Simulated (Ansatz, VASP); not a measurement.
# GaP in two plane-wave programs, part 2 of 2

One calculation is typed for both programs; each brings its own data sets. How far apart do they land? The cell is taken from a series of runs on this material, whose earlier steps may have relaxed, scaled, displaced or heated it; both programs get it as it stands.

VASP 6.6.1 and Ansatz 0.2.0.

So far, gap on the k-mesh: step 4 (comparison) 1.37.

### Step 6. VASP: single point, LDA, pair 2 (continued)

Level of this step: LDA; plane waves and PAW (Ga_d, P) (VASP).

Numbers of over 12 decimals in the logs are rounded to 6 here.

Parts of OUTCAR (step 6):

```text
  Total       -0.3132147     -0.3132147     -0.6770431      0.0000000      0.0000000      0.0000000
  in kB      -12.5485529    -12.5485529    -27.1248835      0.0000000      0.0000000      0.0000000
  external PRESSURE =     -17.4073297 kB  Pullay stress =       0.0000000 kB

 POSITION                                       TOTAL-FORCE (eV/Angst)
 -----------------------------------------------------------------------------------
      0.00000      0.00000      0.00000         0.000000      0.000000      0.000000
      4.04700      4.04700      4.12038        -0.000000     -0.000000     -0.000000
 -----------------------------------------------------------------------------------
    total drift:                               -0.000001     -0.000001     -0.000000

  FREE ENERGIE OF THE ION-ELECTRON SYSTEM (eV)
  ---------------------------------------------------
  free  energy   TOTEN  =       -10.4245464314 eV

  energy  without entropy=      -10.4245464314  energy(sigma->0) =      -10.42454643

[... 1 part as in an earlier step ...]

[... 2 further parts left out ...]
[key lines of the parts left out:]
E-fermi :   5.3740
```

The run ends at a pressure of -1.74 GPa.

### Step 7. Comparison

The two programs side by side:

| quantity | Ansatz | VASP | difference |
| --- | --- | --- | --- |
| pressure (GPa) | -1.76 | -1.74 | -0.02 |
| gap on the k mesh (eV) | 1.391 | 1.393 | -0.002 |

A gap on the mesh is an upper bound, since the band edges may lie between its points.

### Step 8. Ansatz: single point, LDA, pair 3

With cell and atoms fixed, the geometry can't cause a difference; cores, projectors, grids and the points listed under the comparison can. The cell compared in this pair holds 39.11 Å³, against 39.99 Å³ for the pair before.

The cell is taken from a series of runs on this material, whose earlier steps may have relaxed, scaled, displaced or heated it; both programs get it as it stands.

Input file input.yaml:

```yaml
crystal:
  lattice:
    - [0.0, 2.670745, 2.7416015]
    - [2.670745, 0.0, 2.7416015]
    - [2.670745, 2.670745, 0.0]
  atoms:
    - { symbol: Ga, position: [0.0, 0.0, 0.0] }
    - { symbol: P, position: [0.75, 0.75, 0.75] }
kpoints:
  mp_grid: { grid: [8, 8, 8] }
hamiltonian:
  xc: lda
scf:
  occupations: { method: fermi_dirac, width: 0.02 }
  n_extra_bands: 4
output:
  eigenvalues: true
  forces: true
  stress: true
```

The run is started by

```
$ ansatz run input.yaml --threads 14 --pin off --max-ram 73728MiB --backend cpu --events-out ev --progress --plain --runs-dir out
```

Log:

```text
[...]
Crystal: 2 atoms, lattice volume = 39.111 Å³
Basis set: ecut = 420 eV, 749 PW (Γ)
Bands: 13, of which v1, the nominal top of the filled ones, is band 9 counted from 1 (8 counted from 0)
Symmetry: 8 space group operations
[...]
k-points: 59 of 512 (time reversal used)
[...]
P = ⅓ Tr σ = 0.1297 GPa (1.297 kbar)
--- Band table (eV; the first three rows and the last of 59) ---
  k-point 0: bands = [... 5 lower, -5.4984, 7.1771, 7.3364, 7.3364, 9.1728, 11.0456, 11.0456, 11.1029]
  k-point 1: bands = [... 5 lower, -5.2868, 5.5987, 6.9739, 7.1011, 9.7457, 11.4199, 11.4222, 11.7240]
  k-point 2: bands = [... 5 lower, -4.6853, 3.2698, 6.4915, 6.6662, 9.3820, 11.9106, 11.9872, 13.6424]
  k-point 58: bands = [... 5 lower, -2.4210, 0.1507, 4.5803, 4.5803, 8.8401, 9.0986, 17.9776, 17.9776]
[key lines of the parts left out:]
SCF converged after 6 iterations
Free energy (F): -4433.761002 eV
Fermi energy:    7.979441 eV
```

The run ends at a pressure of 0.13 GPa.

### Step 9. VASP: single point, LDA, pair 3

The same cell, functional (in two slightly different forms), mesh and smearing now go to VASP, with its own data sets.

Input file INCAR:

```
SYSTEM = GaP
PREC = Accurate
ENCUT = 500
EDIFF = 1E-06
NELM = 120
ISMEAR = -1
SIGMA = 0.02
LREAL = .FALSE.
ALGO = Normal
GGA = PW92
NBANDS = 15
LORBIT = 11
LWAVE = .FALSE.
LCHARG = .FALSE.
ISIF = 2
LASPH = .TRUE.
GGA_COMPAT = .FALSE.
EFERMI = MIDGAP
```

Input file POSCAR:

```
GaP
1.0
    0.0000000000      2.6707450000      2.7416015000
    2.6707450000      0.0000000000      2.7416015000
    2.6707450000      2.6707450000      0.0000000000
Ga P
1 1
Direct
    0.0000000000      0.0000000000      0.0000000000
    0.7500000000      0.7500000000      0.7500000000
```

Input file KPOINTS:

```
Automatic mesh
0
Gamma
8 8 8
0 0 0
```

The projector-augmented-wave data sets are Ga_d and P (LDA family, release 64).

The run is started by

```
$ mpirun -np 1 vasp_std
```

Log:

```text
[... set-up lines as in an earlier step ...]
 entering main loop
       N       E                     dE             d eps       ncg     rms          rms(c)
DAV:   1     0.786803966229E+02    0.78680E+02   -0.88317E+03  1826   0.170E+03
DAV:   2    -0.451873063590E+01   -0.83199E+02   -0.79463E+02  2043   0.318E+02
DAV:   3    -0.106739698159E+02   -0.61552E+01   -0.61289E+01  2232   0.688E+01
DAV:   4    -0.107753550853E+02   -0.10139E+00   -0.10135E+00  2160   0.954E+00
[...]
DAV:  10    -0.104417445720E+02    0.30989E-05   -0.52379E-05  2677   0.902E-02    0.243E-02
DAV:  11    -0.104417506433E+02   -0.60714E-05   -0.88915E-06  2341   0.443E-02    0.766E-03
DAV:  12    -0.104417504349E+02    0.20841E-06   -0.44984E-07  1466   0.787E-03
   1 F= -.10441750E+02 E0= -.10441750E+02  d E =-.119193E-15
```

OUTCAR, selected parts (step 9):

```text
  Total        0.2124398      0.2124398     -0.3144720      0.0000000      0.0000000      0.0000000
  in kB        8.7025635      8.7025635    -12.8822998      0.0000000      0.0000000      0.0000000
  external PRESSURE =       1.5076091 kB  Pullay stress =       0.0000000 kB

 POSITION                                       TOTAL-FORCE (eV/Angst)
 -----------------------------------------------------------------------------------
      0.00000      0.00000      0.00000         0.000000      0.000000      0.000000
      4.00612      4.00612      4.11240        -0.000000     -0.000000     -0.000000
 -----------------------------------------------------------------------------------
    total drift:                               -0.000000     -0.000000     -0.000000

  FREE ENERGIE OF THE ION-ELECTRON SYSTEM (eV)
  ---------------------------------------------------
  free  energy   TOTEN  =       -10.4417504349 eV

  energy  without entropy=      -10.4417504349  energy(sigma->0) =      -10.44175043

[... 3 further parts left out ...]
[key lines of the parts left out:]
E-fermi :   5.5783
```

The run ends at a pressure of 0.15 GPa.

### Step 10. Comparison

The two programs side by side:

| quantity | Ansatz | VASP | difference |
| --- | --- | --- | --- |
| pressure (GPa) | 0.13 | 0.15 | -0.02 |
| gap on the k mesh (eV) | 1.306 | 1.310 | -0.004 |

A gap on the mesh is an upper bound, since the band edges may lie between its points.

### Step 11. Results

```json
{
 "difference in gap on the k mesh (single point, LDA, pair 1)": "-0.0014 eV",
 "difference in gap on the k mesh (single point, LDA, pair 2)": "-0.0016 eV",
 "difference in gap on the k mesh (single point, LDA, pair 3)": "-0.0042 eV"
}
```

What this shows: The difference in gap on the k mesh is -0.0042 eV (single point, LDA, pair 3), within the 0.08 eV picked in this series as the mark of a large difference. 5 further runs of this series are not shown here. How closely two codes agree says nothing of how well the functional describes the real material.

[Lines on the potential files, build, host, timing and source positions are cut from VASP's logs without a mark.]

[Logs are printed without paths, hosts, clocks, repeated set-up lines and the standing remarks that a program may print on its own settings, such as how far it seeks lower states.]

[Hosts, paths, dates, database ids (printed as entryN), source tags and the programs' standing remarks are cut or masked in the printed files.]
